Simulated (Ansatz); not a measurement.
## InSb

**The experiment.** The Crystallography Open Database holds a cell as deposited of cubic InSb (space group F-43m), temperature not stated (1965): a = 6.470 Å, 33.85 Å³/atom.

The computed numbers are results of PBEsol, scalar-relativistic (no spin polarisation) in the plane-wave PAW code Ansatz at 420 eV, 8×8×8 k-mesh, Gaussian smearing of 0.05 eV; PAW files: Ansatz's generated set soft_2.

```xyz
2
Lattice="0.0000 3.2598 3.2598 3.2598 0.0000 3.2598 3.2598 3.2598 0.0000" Properties=species:S:1:pos:R:3 pbc="T T T"
In    0.0000    0.0000    0.0000
Sb    4.8897    4.8897    4.8897
```

The chain of runs began from a cell as deposited in COD, expanded in volume.

The cell above was scaled in volume, its shape and atoms being fixed by the lattice's symmetry. Energies are counted from the cell above.

The cell is relaxed to zero pressure at this level.

```
V (Å³/atom)  ΔE (meV/atom)  P (GPa)
      33.25            8.0      1.9
      33.95              ?        ?
      34.64            0.0      0.0
      35.33            1.8     -0.8
      36.02            6.9     -1.5
```

Q: Fill in the withheld row.

A: ΔE (meV/atom): 1.9, P (GPa): 0.9.

Q: What do the points give for the equilibrium volume, the bulk modulus and its pressure derivative (third-order Birch–Murnaghan)?

A: V0 = 34.64 Å³/atom, B0 = 43 GPa, B0′ = 4.8.

B0·V0 = 42.8 GPa × 34.64 Å³ = 9.26 eV/atom sets the scale: near the minimum ΔE ≈ ½ B0 V0 x², with x = V/V0 − 1, and a pressure of 0.4 GPa squeezes the volume by about 1 %. At the ends of the curve: x = −4.0 % predicts 7.4 meV/atom and the run gives 8.0; x = +4.0 % predicts 7.4 meV/atom and the run gives 6.9. The curve is steeper than the parabola on the compressed side and flatter on the expanded side: the bulk modulus rises with pressure.

**Against experiment.** PBEsol gives 6.520 Å and 34.64 Å³/atom, +2.3 % in volume (+0.8 % in length) from the database's cell. PBEsol was built to cure PBE's overestimate of volumes, and the static lattice lacks thermal expansion.

No spin–orbit coupling, a notable omission for heavy elements. At this volume the filled and empty bands only touch, so this is a zero-gap semimetal rather than a metal, and a semilocal functional can cause such a touching.
